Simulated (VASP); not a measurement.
# ZrSe2 (P-3m1) in VASP: band structure with PBEsol

Aim: the band structure of ZrSe2 with PBEsol.

Everything below comes from runs of VASP 6.6.1. Logs are shortened: lines on timing, memory, paths and dates and some standing lists are left out, and cuts for length are marked.

**Measured values to compare with.**

“Stress-Tuned Optical Transitions in Layered 1T-MX2 (M= Hf, Zr, Sn; X= S, Se) Crystals”, 2022, arxiv:2210.12074 quotes, for a bulk crystal of ZrSe2: band gap 1.2 eV (indirect).

The results are compared with them further down.

### 1 The structure

The structure is trigonal, space group P-3m1 (No. 164). Conventional cell: a = 3.733 Å, b = 3.733 Å, c = 6.135 Å, α = 90.00°, β = 90.00°, γ = 120.00°. Zr (site symmetry -3m) has 6 Se at 2.68 Å as nearest neighbours. Se (site symmetry 3m) has 3 Zr at 2.68 Å as nearest neighbours.

### 2 Band structure, PBEsol

File POSCAR:

```
ZrSe2                                   
1.0
    3.7327375238      0.0000000000      0.0000000000
   -1.8663687619      3.2326455179      0.0000000000
    0.0000000000      0.0000000000      6.1351012476
  Zr              Se            
     1     2
Direct
     0.0000000000000000    0.0000000000000000    0.0000000000000000
     0.3333333300000021    0.6666666699999979    0.2588738620833340
     0.6666666699999979    0.3333333300000021    0.7411261379166660
```

File INCAR.step1:

```
ALGO     = Normal         # electronic algorithm
EDIFF    = 1E-7           # SCF threshold, eV
ENCUT    = 520            # plane-wave cutoff, eV
GGA      = PS             # functional
ISIF     = 2              # what is computed and relaxed
ISMEAR   = 0              # smearing method
LASPH    = T              # aspherical terms in the spheres
LCHARG   = T              # write CHGCAR
LMAXMIX  = 4              # l up to which the mixer works
LREAL    = F              # projectors in reciprocal space
LWAVE    = F              # write WAVECAR
NELM     = 100            # most SCF steps
PREC     = Accurate       # precision mode
SIGMA    = 0.02           # smearing width, eV
```

File KPOINTS.step1:

```
k-points
0
Gamma
  9 9 6
```

File INCAR.step2:

```
ALGO     = Normal         # electronic algorithm
EDIFF    = 1E-7           # SCF threshold, eV
ENCUT    = 520            # plane-wave cutoff, eV
GGA      = PS             # functional
ICHARG   = 11             # starting density
ISIF     = 2              # what is computed and relaxed
ISMEAR   = 0              # smearing method
LASPH    = T              # aspherical terms in the spheres
LCHARG   = F              # write CHGCAR
LMAXMIX  = 4              # l up to which the mixer works
LREAL    = F              # projectors in reciprocal space
LWAVE    = F              # write WAVECAR
NELM     = 100            # most SCF steps
PREC     = Accurate       # precision mode
SIGMA    = 0.05           # smearing width, eV
```

File KPOINTS.step2:

```
path GMKGALHA,LM,KH
10
line-mode
reciprocal
 0.0000000000  0.0000000000  0.0000000000  G
 0.5000000000  0.0000000000  0.0000000000  M

 0.5000000000  0.0000000000  0.0000000000  M
 0.3333333333  0.3333333333  0.0000000000  K

 0.3333333333  0.3333333333  0.0000000000  K
 0.0000000000  0.0000000000  0.0000000000  G

 0.0000000000  0.0000000000  0.0000000000  G
 0.0000000000  0.0000000000  0.5000000000  A

 0.0000000000  0.0000000000  0.5000000000  A
 0.5000000000  0.0000000000  0.5000000000  L

 0.5000000000  0.0000000000  0.5000000000  L
 0.3333333333  0.3333333333  0.5000000000  H

 0.3333333333  0.3333333333  0.5000000000  H
 0.0000000000  0.0000000000  0.5000000000  A

 0.5000000000  0.0000000000  0.5000000000  L
 0.5000000000  0.0000000000  0.0000000000  M

 0.3333333333  0.3333333333  0.0000000000  K
 0.3333333333  0.3333333333  0.5000000000  H
```

Potentials or basis: VASP PAW PBE potentials, release 64 (Zr_sv, Se).

The run is started by

```sh
> cat potpaw_PBE.64/Zr_sv/POTCAR potpaw_PBE.64/Se/POTCAR > POTCAR
> cp INCAR.step1 INCAR
> cp KPOINTS.step1 KPOINTS
> mpirun -np 1 vasp_std > vasp.out
> cp INCAR.step2 INCAR
> cp KPOINTS.step2 KPOINTS
> mpirun -np 1 vasp_std > vasp.out
```

OUTCAR:

```text
EDIFF = 1E-7
   ENCUT = 520
   GGA = PS
   ICHARG = 11
   ISIF = 2
   ISMEAR = 0
   LASPH = T
   LREAL = F
   NELM = 100
   PREC = Accurate

 ion  position               nearest neighbor table
   1  0.000  0.000  0.000-   2 2.68   3 2.68   2 2.68   3 2.68   3 2.68   2 2.68
   2  0.333  0.667  0.259-   1 2.68   1 2.68   1 2.68
   3  0.667  0.333  0.741-   1 2.68   1 2.68   1 2.68

  LATTYP: Found a hexagonal cell.
 ALAT       =     3.7327375238
 C/A-ratio  =     1.6435929954

  Lattice vectors:

 A1 = (   3.7327375238,   0.0000000000,   0.0000000000)
 A2 = (  -1.8663687619,   3.2326455179,   0.0000000000)
 A3 = (   0.0000000000,   0.0000000000,   6.1351012476)

Analysis of symmetry for initial positions (statically):
=====================================================================
 Subroutine PRICEL returns:
 Original cell was already a primitive cell.

 Routine SETGRP: Setting up the symmetry group for a
 hexagonal supercell.

 Subroutine GETGRP returns: Found 12 space group operations
 (whereof 12 operations were pure point group operations)
 out of a pool of 24 trial point group operations.

The static configuration has the point symmetry D_3d.

Analysis of symmetry for dynamics (positions and initial velocities):
=====================================================================
 Subroutine PRICEL returns:
 Original cell was already a primitive cell.

 Routine SETGRP: Setting up the symmetry group for a
 hexagonal supercell.

 Subroutine GETGRP returns: Found 12 space group operations
 (whereof 12 operations were pure point group operations)
 out of a pool of 24 trial point group operations.

The dynamic configuration has the point symmetry D_3d.

 Subroutine INISYM returns: Found 12 space group operations
 (whereof 12 operations are pure point group operations),
 and found     1 'primitive' translations

----------------------------------------------------------------------------------------

                                     Primitive cell

  volume of cell :      74.0299

  direct lattice vectors                    reciprocal lattice vectors
     3.732737524  0.000000000  0.000000000     0.267899897  0.154672078  0.000000000
    -1.866368762  3.232645518  0.000000000     0.000000000  0.309344156  0.000000000
     0.000000000  0.000000000  6.135101248     0.000000000  0.000000000  0.162996495

  length of vectors
     3.732737524  3.732737521  6.135101248     0.309344156  0.309344156  0.162996495
[... 77 lines left out ...]
   LREAL  =      F    real-space projection
   EDIFFG = 0.1E-05   stopping-criterion for IOM
   NSW    =      0    number of steps for IOM
   IBRION =     -1    ionic relax: 0-MD 1-quasi-New 2-CG
   NFREE  =      0    steps in history (QN), initial steepest desc. (CG)
   ISIF   =      2    stress and relaxation
   ISYM   =      2    0-nonsym 1-usesym 2-fastsym
   POTIM  = 0.5000    time-step for ionic-motion
   TEBEG  =    0.0;   TEEND  =   0.0 temperature during run
   PSTRESS=    0.0 pullay stress
   NELECT =      24.0000    total number of electrons
   NUPDOWN=      -1.0000    fix difference up-down
   EMIN   =  10.00;   EMAX   =-10.00  energy-range for DOS
   EFERMI =   0.00;   METHOD = LEGACY
   ISMEAR =     0;   SIGMA  =   0.05  broadening in eV -4-tet -1-fermi 0-gaus
   EFERMI_NEDOS =   21; number of points for ismear=-14 and -15
   IALGO  =     38    algorithm
   IMIX   =      4    mixing-type and parameters
     AMIX     =   0.40;   BMIX     =  1.00
     AMIX_MAG =   1.60;   BMIX_MAG =  1.00
  volume/ion in A,a.u.               =      24.68       166.53
  Fermi-wavevector in a.u.,A,eV,Ry     =   1.124630  2.125242 17.208535  1.264792
  Thomas-Fermi vector in A             =   2.261302
   LORBIT       =      0    0 simple, 1 ext, 2 COOP (PROOUT), +10 PAW based schemes
   GGA     = PS    functional components
   LHFCALC =     F    Hartree Fock is set to
   AEXX    =    0.0000 exact exchange contribution
   IVDW    =     0    specifies the selected vdW correction
   LEPSILON=     F    determine dielectric tensor
   LRPA    =     F    only Hartree local field effects (RPA)
 non-spin polarized calculation
 Gauss-broadening in eV      SIGMA  =   0.05
  energy-cutoff  :      520.00
  volume of cell :       74.03
 maximum number of plane-waves:      2012
 NGX is ok and might be reduce to    28

 number of electron      23.9999999 magnetization

 Free energy of the ion-electron system (eV)
  ---------------------------------------------------
  ext. energy  EPLUGINS =         0.00000000
  ---------------------------------------------------
  free energy    TOTEN  =       -20.01796596 eV

  energy without entropy =      -20.01634799  energy(sigma->0) =      -20.01715697

 E-fermi :   4.6921     XC(G=0):  -9.8651

 val. band max:        4.6372228579   @ k =   0.0000   0.0000   0.0000
 cond. band min:       4.7275911683   @ k =   0.5000   0.0000   0.5000
 fundamental gap:      0.0903683104
 Fermi energy:         4.6921098902

 k-point     1 :       0.0000    0.0000    0.0000
  band No.  band energies     occupation
      1     -44.7014      2.00000
      2     -22.7994      2.00000
      3     -22.6725      2.00000
      4     -22.6725      2.00000
      5      -8.7984      2.00000
      6      -7.4568      2.00000
[... 433 lines left out ...]
      3     -22.7548      2.00000
      4     -22.7418      2.00000
      5      -7.7705      2.00000
      6      -7.5074      2.00000
[... 8 lines left out ...]
     15       7.4980      0.00000
     16       8.2255      0.00000

 [... further k-points ...]

------------------------ aborting loop because EDIFF is reached ----------------------------------------

  FORCE on cell =-STRESS in cart. coord.  units (eV):
  Direction    XX          YY          ZZ          XY          YZ          ZX
  --------------------------------------------------------------------------------------
  -------------------------------------------------------------------------------------
  Total        2.2349183      2.2349183      0.5027082      0.0000000      0.0000000      0.0000000
  in kB       48.3687615     48.3687613     10.8797593      0.0000000      0.0000000      0.0000000
  external PRESSURE =      35.8724274 kB  Pullay stress =       0.0000000 kB

 VOLUME and BASIS-vectors are now :
 -----------------------------------------------------------------------------
  energy-cutoff  :      520.00
  volume of cell :       74.03
      direct lattice vectors                 reciprocal lattice vectors
     3.732737524  0.000000000  0.000000000     0.267899897  0.154672078  0.000000000
    -1.866368762  3.232645518  0.000000000     0.000000000  0.309344156  0.000000000
     0.000000000  0.000000000  6.135101248     0.000000000  0.000000000  0.162996495

 POSITION                                       TOTAL-FORCE (eV/Angst)
 -----------------------------------------------------------------------------------
      0.00000      0.00000      0.00000         0.000000      0.000000      0.000000
     -0.00000      2.15510      1.58822         0.000000     -0.000000     -0.182030
      1.86637      1.07755      4.54688        -0.000000      0.000000      0.182030
 -----------------------------------------------------------------------------------
    total drift:                               -0.000000     -0.000000     -0.000000

  FREE ENERGIE OF THE ION-ELECTRON SYSTEM (eV)
  ---------------------------------------------------
  free  energy   TOTEN  =       -20.0179659560 eV

  energy  without entropy=      -20.0163479857  energy(sigma->0) =      -20.01715697
```

OUTCAR.step1:

```text
EDIFF = 1E-7
   ENCUT = 520
   GGA = PS
   ISIF = 2
[... 684 lines left out ...]
      0.00000      0.00000      0.00000         0.000000      0.000000      0.000000
     -0.00000      2.15510      1.58822        -0.000000      0.000000     -0.000111
      1.86637      1.07755      4.54688         0.000000     -0.000000      0.000111
 -----------------------------------------------------------------------------------
    total drift:                               -0.000000     -0.000000      0.000000

  FREE ENERGIE OF THE ION-ELECTRON SYSTEM (eV)
  ---------------------------------------------------
  free  energy   TOTEN  =       -20.8132439518 eV

  energy  without entropy=      -20.8132439508  energy(sigma->0) =      -20.81324395
```

OSZICAR.step1:

```text
N       E                     dE             d eps       ncg     rms          rms(c)
DAV:   1     0.170236695244E+03    0.17024E+03   -0.11792E+04  1984   0.137E+03
DAV:   2    -0.127339160413E+02   -0.18297E+03   -0.18083E+03  2608   0.305E+02
DAV:   3    -0.221880737156E+02   -0.94542E+01   -0.94277E+01  3536   0.633E+01
DAV:   4    -0.223403695488E+02   -0.15230E+00   -0.15227E+00  2520   0.766E+00
DAV:   5    -0.223444717925E+02   -0.41022E-02   -0.41021E-02  3192   0.878E-01    0.146E+01
DAV:   6    -0.209029822545E+02    0.14415E+01   -0.68899E+00  2328   0.140E+01    0.606E+00
DAV:   7    -0.208199365231E+02    0.83046E-01   -0.50914E-01  2536   0.424E+00    0.269E+00
DAV:   8    -0.208131410618E+02    0.67955E-02   -0.92621E-02  2768   0.190E+00    0.524E-01
DAV:   9    -0.208131389610E+02    0.21008E-05   -0.99806E-03  2456   0.800E-01    0.215E-01
DAV:  10    -0.208132623167E+02   -0.12336E-03   -0.88024E-04  3160   0.245E-01    0.805E-02
DAV:  11    -0.208132390249E+02    0.23292E-04   -0.42366E-05  2336   0.493E-02    0.228E-02
DAV:  12    -0.208132436972E+02   -0.46723E-05   -0.23306E-05  2640   0.330E-02    0.629E-03
DAV:  13    -0.208132438474E+02   -0.15027E-06   -0.66462E-07  2576   0.509E-03    0.237E-03
DAV:  14    -0.208132439586E+02   -0.11119E-06   -0.40163E-07  2624   0.417E-03    0.446E-04
DAV:  15    -0.208132439518E+02    0.67989E-08   -0.32296E-08  1488   0.109E-03
   1 F= -.20813244E+02 E0= -.20813244E+02  d E =-.996357E-09
```

It took 54 s on 1 thread of AMD EPYC 9R45 (Zen 5), shared host; peak memory 0.22 GiB.

Results:

- Band gap on the k mesh: 0.14 eV, indirect (least direct gap 1.01 eV)
- Band gap along the path: 0.09 eV, indirect (least direct gap 1.01 eV)

Levels at the corners of the path, in eV from the valence-band top:
| point | band 10 | band 11 | band 12 | band 13 | band 14 | band 15 |
| --- | --- | --- | --- | --- | --- | --- |
| Γ | -0.02 | 0.00 | 0.00 | 1.01 | 1.01 | 1.31 |
| M | -2.52 | -2.37 | -1.40 | 0.34 | 2.62 | 3.03 |
| M | -2.52 | -2.37 | -1.40 | 0.34 | 2.62 | 3.03 |
| K | -2.47 | -2.47 | -1.86 | 1.79 | 2.61 | 2.61 |
| K | -2.47 | -2.47 | -1.86 | 1.79 | 2.61 | 2.61 |
| Γ | -0.02 | 0.00 | 0.00 | 1.01 | 1.01 | 1.31 |
| Γ | -0.02 | 0.00 | 0.00 | 1.01 | 1.01 | 1.31 |
| A | -2.42 | -0.22 | -0.22 | 0.98 | 0.98 | 1.83 |
| A | -2.42 | -0.22 | -0.22 | 0.98 | 0.98 | 1.83 |
| L | -2.75 | -1.03 | -0.99 | 0.09 | 2.61 | 3.01 |
| L | -2.75 | -1.03 | -0.99 | 0.09 | 2.61 | 3.01 |
| H | -2.63 | -2.15 | -2.15 | 1.84 | 2.06 | 2.06 |
| H | -2.63 | -2.15 | -2.15 | 1.84 | 2.06 | 2.06 |
| A | -2.42 | -0.22 | -0.22 | 0.98 | 0.98 | 1.83 |
| L | -2.75 | -1.03 | -0.99 | 0.09 | 2.61 | 3.01 |
| M | -2.52 | -2.37 | -1.40 | 0.34 | 2.62 | 3.03 |
| K | -2.47 | -2.47 | -1.86 | 1.79 | 2.61 | 2.61 |
| H | -2.63 | -2.15 | -2.15 | 1.84 | 2.06 | 2.06 |

Caveat: the log is that of the step along the path at fixed density, whose energy, stress, charges and moments have no meaning; the PAW data sets were made with another functional, which shifts forces and pressure a little; this functional lacks dispersion, which binds the layers, so the pressure and a relaxed spacing across them are unreliable.

### 3 Comparison with measurements

Step 2. Against the measured gap of ZrSe2, 1.2 eV (indirect; quoted in “Stress-Tuned Optical Transitions in Layered 1T-MX2 (M= Hf, Zr, Sn; X= S, Se) Crystals”, 2022, arxiv:2210.12074), the calculated 0.09 eV is off by -1.11 eV. So large a miss can be the level of theory's own, or it may mean another phase, state or a wrong row. Spin-orbit coupling on Se, Zr is left out. The value is that of PBEsol, without temperature or zero-point motion. Semilocal functionals fall short of measured gaps as a rule.
